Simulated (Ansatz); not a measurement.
Reactions of `BrCI`.

Computed with Ansatz on PBE0-D4/def2-TZVP structures; ΔE is electronic, products minus reactants. CCSD(T)/CBS is the MP2 limit (def2-TZVPP, def2-QZVPP) plus CCSD(T) − MP2 in def2-TZVPP, frozen cores. This one scheme is used for every species, atoms too. No spin–orbit coupling; open shells (•) take unrestricted orbitals. Spin–orbit coupling would lower the free atoms: a little for C; clearly for Br; strongly for I. Elements past krypton have def2 core potentials. For Br, I, Te outer-core shells are correlated without core-valence functions, so the limit isn't a true one: a few kJ/mol of doubt a bond, and 10 to 20 or more in all where bonds break to atoms. Scalar relativity is left out up to krypton.

| reaction | CCSD(T)/CBS(def2) (kJ/mol) |
| --- | --- |
| `BrCI` → Br• + `[CH2]I`• | 307 |
| `BrCI` + HCl → `ClCBr` + HI | 21 |
| `BrCI` → `Br[CH]I`• + H• | ? |
| `BrCI` + HBr → `BrCBr` + HI | ? |
| `BrCI` + `F[C](F)F`• → `Br[CH]I`• + trifluoromethane | ? |
| `BrCI` → `BrI` + `[CH2]` (triplet) | 400 |
| `BrCI` → `[CH2]Br`• + I• | 263 |
| `BrCI` + H₂Te → `[TeH]CI` + HBr | -31 |
| `BrCI` + H–F → `FCI` + HBr | 34 |
| `BrCI` → Br• + C• + 2 H• + I• | 1422 |

Task: Fill in the missing values. (Best estimate.)

Result: Ansatz gave: `BrCI` → `Br[CH]I`• + H•: +438.9 kJ/mol; `BrCI` + HBr → `BrCBr` + HI: +13.8 kJ/mol; `BrCI` + `F[C](F)F`• → `Br[CH]I`• + trifluoromethane: -40.0 kJ/mol.

Largest T1 diagnostic: 0.016, for `[CH2]I`•.
